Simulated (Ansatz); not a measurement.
# CuO: is there a lower state than plain starts find?

Plain starts of CuO have been run. Do the further runs listed below go lower? System: CuO, the deposited crystal structure (space group C2/c); the cell holds 4 atoms. Source: COD entry 9016105, which need not be the ambient phase.

Computed with Ansatz 0.2.0 (DFT PBEsol+U, PAW, plane waves, scalar-relativistic; U − J = 5.8 eV on Cu d, unless a step's input says otherwise).

## (1) The starting structure

It takes space group C2/c (No. 15, monoclinic). Conventional cell: a = 4.683 Å, b = 3.421 Å, c = 5.129 Å, α = 90.00°, β = 99.57°, γ = 90.00°. Cu (site symmetry -1) has 4 O at 1.95 to 1.96 Å as nearest neighbours. Around O (site symmetry 2) lie 4 Cu at 1.95 to 1.96 Å.

Coordinates:

```cif
data_structure
_symmetry_space_group_name_H-M 'C2/c'
_symmetry_Int_Tables_number 15
_cell_length_a 4.6833
_cell_length_b 3.4208
_cell_length_c 5.1294
_cell_angle_alpha 90.000
_cell_angle_beta 99.567
_cell_angle_gamma 90.000
_cell_volume 81.03
loop_
_atom_site_label
_atom_site_type_symbol
_atom_site_symmetry_multiplicity
_atom_site_Wyckoff_symbol
_atom_site_fract_x
_atom_site_fract_y
_atom_site_fract_z
_atom_site_occupancy
Cu1 Cu 4 c 0.25000 0.25000 0.00000 1
O1 O 4 e 0.50000 0.91790 0.25000 1
```

Atoms are counted from 1 in the order of input.yaml (O4 and so on).

Known so far: 8 plain starts ended in 3 states. The lowest came from “moments +- scaled by 1.4, plain SCF [Cu1 1.40, Cu2 -1.40 μB]”: antiferromagnetic, site moments Cu1 0.55, Cu2 -0.55 μB, total 0.00 μB per cell, a gap of 0.49 eV on the k-mesh, free energy -14294.2518 eV.

Runs to come: parallel moments, default search for lower states; opposed moments +-, default search for lower states; whole orbital fillings typed, symmetry off, plain SCF; the moments typed in its input, standard search for lower states.

“Plain SCF” means no search for lower states. The default search runs further SCF cycles only where the state itself hints at a lower one. The standard and full searches may also try other magnetic orders and fillings, and need not reach the lowest state. With a search on, the program may also reshape the start on open shells. Ends within 0.2 meV/atom and 0.1 μB count as one state.

Site moments are integrals over atomic spheres and don't add up to the total.

## (2) Parallel moments, default search for lower states

The input, input.yaml:

```yaml
crystal:
  lattice:
    - [2.34165, -1.7104, 0.0]
    - [2.34165, 1.7104, 0.0]
    - [-0.85251, 0.0, 5.05806]
  atoms:
    - { symbol: Cu, position: [0.0, 0.5, 0.0], spin: 1.0 }
    - { symbol: Cu, position: [0.5, 0.0, 0.5], spin: 1.0 }
    - { symbol: O, position: [0.5821, 0.4179, 0.25] }
    - { symbol: O, position: [0.4179, 0.5821, 0.75] }
magnetization:
  spin_polarized: true
hamiltonian:
  xc: pbesol
  pseudopotentials: { kind: paw }
  hubbard: { sites: [{ species: Cu, l: d, u_eff: 5.8 }] }
basis:
  ecutwfc: 420
kpoints:
  mp_grid: { grid: [8, 8, 5] }
scf:
  occupations: { method: gaussian, width: 0.05 }
output:
  forces: true
  stress: true
```

Q: With the starts changed as planned, what states does the cell reach, and which is lowest? Wanted: distinct states; lowest state; total moment; gap on the k-mesh; pressure; largest force; next state.

The runs gave:

```
         quantity                                                      value
  distinct states  2 from 7 converged runs, the best start of step 1 counted
     lowest state                                          antiferromagnetic
      its moments                                     Cu1 0.55, Cu2 -0.55 μB
     total moment                                           0.00 μB per cell
gap on the k-mesh                                                    0.49 eV
         pressure                                                   -0.1 GPa
    largest force                                                 0.095 eV/Å
       next state                        ferromagnetic, 34.6 meV/atom higher
```

**Reading.** Nothing lower turns up: the best plain start stands. 7 runs converged, to 2 different states. The best ferromagnetic state lies 34.6 meV/atom above the best antiferromagnetic one; partly filled bands take part, so the difference isn't exchange alone. The search isn't exhaustive: larger magnetic cells and non-collinear orders weren't tried.
